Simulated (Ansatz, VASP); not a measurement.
**One calculation of MgS, two programs**

```
Mg S
1.0
     4.03637    0.00000    0.00000
    -2.01818    3.49560    0.00000
     0.00000    0.00000   19.65968
Mg S
6 6
Cartesian
  0.0000 0.0000 0.0014
  0.0000 2.3304 3.2636
  2.0182 1.1652 6.5476
  0.0000 0.0000 9.8312
  2.0182 1.1652 13.0935
  0.0000 2.3304 16.3775
  0.0000 0.0000 2.4655
  0.0000 2.3304 5.7353
  2.0182 1.1652 9.0186
  0.0000 0.0000 12.2953
  2.0182 1.1652 15.5652
  0.0000 2.3304 18.8485
```

Alike in both runs: functional PBE; k mesh 9 × 9 × 2; occupations gaussian, width 0.02 eV; no spin polarisation.

Ansatz relaxed the structure, and its values are those at the end. VASP's run is a single point on that final structure, the one shown.

```csv
,VASP,Ansatz
version,VASP 6.6.1,Ansatz 0.2.0
potentials or method,"VASP PAW PBE potentials, release 64 (Mg, S)","scalar-relativistic, plane waves, PAW"
plane-wave cutoff (eV),520,420
valence electrons in the cell,48,96
```

Ansatz gave:

```
gap on the k mesh at the Fermi level (eV) : 3.37
least direct gap on the mesh (eV)         : 3.37
pressure (GPa)                            : 0.0
```

**Question.** Estimate VASP's values.

**Answer.** gap on the k mesh at the Fermi level (eV): 3.36; least direct gap on the mesh (eV): 3.36; pressure (GPa): -0.2.

With one functional, cell and mesh, what is left measures potentials, basis and numerics. The two sets of potentials don't hold the same shells in valence.

Caveats: an odd mesh through Γ misses points on the zone boundary, where band edges often lie. A hybrid or GW would open this gap; PBE tends to underestimate it.
